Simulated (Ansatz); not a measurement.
Molecular dynamics on a 2×2×2 supercell (16 atoms) of SrO (zincblende), relaxed with r2SCAN. Forces come from r2SCAN in the PAW code Ansatz: a Nosé-Hoover thermostat at fixed volume, 1000 K, steps of 1 fs. Spin polarisation is off, nuclei are classical, and the run is far too short for thermal averages. The structure comes from a prototype and may be hypothetical.

```yaml
crystal:
  lattice:
    - [0.0, 5.5845610339, 5.5845610339]
    - [5.5845610339, 0.0, 5.5845610339]
    - [5.5845610339, 5.5845610339, 0.0]
  atoms:
    - { symbol: Sr, position: [0.0, 0.0, 0.0] }
    - { symbol: O, position: [0.125, 0.125, 0.125] }
    - { symbol: Sr, position: [0.0, 0.0, 0.5] }
    - { symbol: O, position: [0.125, 0.125, 0.625] }
    - { symbol: Sr, position: [0.0, 0.5, 0.0] }
    - { symbol: O, position: [0.125, 0.625, 0.125] }
    - { symbol: Sr, position: [0.0, 0.5, 0.5] }
    - { symbol: O, position: [0.125, 0.625, 0.625] }
    - { symbol: Sr, position: [0.5, 0.0, 0.0] }
    - { symbol: O, position: [0.625, 0.125, 0.125] }
    - { symbol: Sr, position: [0.5, 0.0, 0.5] }
    - { symbol: O, position: [0.625, 0.125, 0.625] }
    - { symbol: Sr, position: [0.5, 0.5, 0.0] }
    - { symbol: O, position: [0.625, 0.625, 0.125] }
    - { symbol: Sr, position: [0.5, 0.5, 0.5] }
    - { symbol: O, position: [0.625, 0.625, 0.625] }
kpoints:
  mp_grid: { grid: [2, 2, 2] }
hamiltonian:
  xc: r2scan
scf:
  occupations: { method: fermi_dirac, width: 0.086 }
md:
  ensemble: nvt_nose_hoover
  temperature: 1000
  timestep: 1.0
  n_steps: 30
  initial_velocities: maxwell_boltzmann
  seed: 2545
```

Command: `ansatz run input.yaml --threads 4 --pin off --max-ram 3686MiB --backend cpu --events-out ev --progress --plain --runs-dir out`.

**Question.** It ran on 4 threads of Arm Neoverse N1, with other jobs on the host. About how long did it take, and what peak of host memory did it reach?

**Answer.** About 6.3 min, with a peak of 1.9 GiB.

**Question.** How do temperature and energy develop?

**Answer.** The temperature starts at 1000 K, is lowest at step 27 (446 K, 27 fs) and ends at 456 K. The thermostat hasn't had time to restore it. The atoms start on their lattice sites with kinetic energy alone, so much of it first passes into potential energy. By the last step the atoms have moved 0.18 Å in the root mean square, the drift of the whole cell taken out, 0.28 Å at most.
```tsv
step	t (fs)	T (K)	free energy F from step 0 (meV/atom)	kinetic energy (meV/atom)	largest force (eV/Å)
0	0	1000	0.0	121.2	0.00
1	1	998	0.3	120.9	0.13
2	2	991	1.1	120.1	0.26
3	3	979	2.5	118.7	0.39
4	4	964	4.4	116.8	0.51
5	5	944	6.8	114.4	0.64
6	6	921	9.6	111.6	0.76
7	7	895	12.8	108.4	0.87
8	8	866	16.3	104.9	0.99
9	9	835	20.1	101.2	1.09
10	10	802	24.0	97.2	1.19
11	11	769	28.1	93.1	1.29
12	12	734	32.3	89.0	1.38
13	13	700	36.4	84.9	1.46
14	14	667	40.5	80.8	1.53
15	15	635	44.5	76.9	1.60
16	16	604	48.2	73.2	1.65
17	17	576	51.7	69.7	1.71
18	18	549	54.9	66.6	1.78
19	19	526	57.8	63.7	1.85
20	20	505	60.4	61.2	1.90
21	21	488	62.6	59.1	1.95
22	22	473	64.4	57.4	1.99
23	23	462	65.8	56.0	2.01
24	24	454	66.8	55.0	2.03
25	25	449	67.6	54.4	2.03
26	26	446	68.0	54.0	2.03
27	27	446	68.1	54.0	2.02
28	28	448	67.9	54.2	2.00
29	29	451	67.6	54.7	1.97
30	30	456	67.1	55.3	1.93
```

Positions (Å) and forces (eV/Å) at step 30:
```
Sr  -0.153  -0.042   0.062     0.345   1.005  -0.157
O    1.363   1.455   1.467     0.269  -0.966  -0.074
Sr   2.814   2.668  -0.092    -1.139   0.444   0.911
O    3.913   4.200   1.310     0.656   0.068   0.540
Sr   2.953   0.058   2.771    -0.938  -0.221   0.224
O    4.294   1.514   4.137    -0.300  -0.216  -0.016
Sr   5.647   2.856   2.653    -0.575   0.313   0.746
O    6.971   4.028   4.226     0.099   1.060  -0.560
Sr  -0.066   2.669   2.865     0.627   1.461  -1.094
O    1.151   4.345   4.149     0.711  -0.534   0.073
Sr   2.752   5.628   2.828     0.037  -0.415   0.388
O    4.404   7.028   4.368    -0.700  -1.116  -0.308
Sr   2.772   2.816   5.544     0.385   0.634  -0.675
O    4.149   4.199   6.902     0.022  -0.021   0.297
Sr   5.638   5.618   5.692     0.884  -1.052  -0.107
O    7.157   7.104   7.031    -0.382  -0.445  -0.188
```
